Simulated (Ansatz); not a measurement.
Crystal: Re.

```xyz
4
Lattice="2.7664 0.0000 0.0000 -1.3832 2.3958 0.0000 0.0000 0.0000 8.9388" Properties=species:S:1:pos:R:3 pbc="T T T"
Re    1.3832    0.7986    6.7041
Re    0.0000    0.0000    4.4694
Re    0.0000    1.5972    2.2347
Re    0.0000    0.0000    0.0000
```

```yaml
Program: Ansatz 0.2.0
Task: relaxation of cell and atoms
Functional: revPBE
Potentials_or_basis: Ansatz PAW
Cutoff: "420 eV (not typed: the program's choice for these potentials)"
k_mesh: 8 × 8 × 3
Occupations: fermi-dirac, width 0.05 eV
Spin: no spin polarisation
```

At the start: volume 14.81 Å³/atom.

Where does the relaxation end?

It ends after 4 steps and the volume is 15.07 Å³/atom (+1.8 %); space group P6_3/mmc (No. 194, to 0.05 Å).

The path:
| step | energy change (eV) | largest force (eV/Å) | volume (Å³) |
| --- | --- | --- | --- |
| 1 | 0.0000 | 0.0000 | 59.24 |
| 2 | -0.0191 | 0.0000 | 60.37 |
| 3 | -0.0194 | 0.0000 | 60.28 |
| 4 | -0.0207 | 0.0000 | 60.28 |

Final structure:
```
CELL_PARAMETERS angstrom
2.78351 0.00000 0.00000
-1.39176 2.41059 0.00000
0.00000 0.00000 8.98426
ATOMIC_POSITIONS crystal
Re 0.66667 0.33333 0.75000
Re 0.00000 0.00000 0.50000
Re 0.33333 0.66667 0.25000
Re 0.00000 0.00000 0.00000
```

Caveat: the plane-wave basis is chosen anew once the cell has moved, so the energies of steps on either side of that aren't comparable; the PAW data sets come from PBE, with cores solved anew for the run's functional, which leaves a small shift of forces and pressure.
